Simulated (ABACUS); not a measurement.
Ir:

```
CELL_PARAMETERS angstrom
0.00000 1.91560 1.91560
1.91560 0.00000 1.91560
1.91560 1.91560 0.00000
ATOMIC_POSITIONS crystal
Ir 0.00000 0.00000 0.00000
```

Program: ABACUS 3.10.1. Alike in all runs: task single point; no spin polarisation; cell as given; smearing fermi-dirac 0.05 eV.

Problem. Order these runs on this cell by their pressure, lowest first.
A. level rPW86PBE; potentials or basis PseudoDojo NC SR 0.5 PBE stringent, plane waves; k mesh 10 × 10 × 10; cutoff (eV) 925; SCF threshold on the density 1e-08; eigensolver dav
B. level LDA; potentials or basis PseudoDojo NC SR 0.4.1 LDA standard, DZP LCAO (the cutoffs set its grid); k mesh 11 × 11 × 11; cutoff (eV) 1361; SCF threshold on the density 1e-07; eigensolver scalapack_gvx; orbital files Ir Ir_confined-atom_7au_3s2p2d1f.orb
C. level revPBE; potentials or basis Ansatz NC PBE, plane waves; k mesh 10 × 10 × 10; cutoff (eV) 925; SCF threshold on the density 1e-08; eigensolver dav
D. level TPSS; potentials or basis SG15 ONCV 1.2 PBE, plane waves; k mesh 8 × 8 × 8; cutoff (eV) 1075; SCF threshold on the density 1e-08; eigensolver dav

Solution. B (-3.8 GPa), D (7.0 GPa), C (14.7 GPa), A (27.9 GPa).

Caveats: the potentials were made for another functional, which shifts forces and pressure (some runs); so large a pressure means that the cell lies far from this level's equilibrium, or that cutoff or potentials fall short (some runs); the atomic orbitals were generated for these runs and aren't a published set (some runs); the basis of atomic orbitals isn't converged, which shifts pressures, moduli and gaps (some runs).
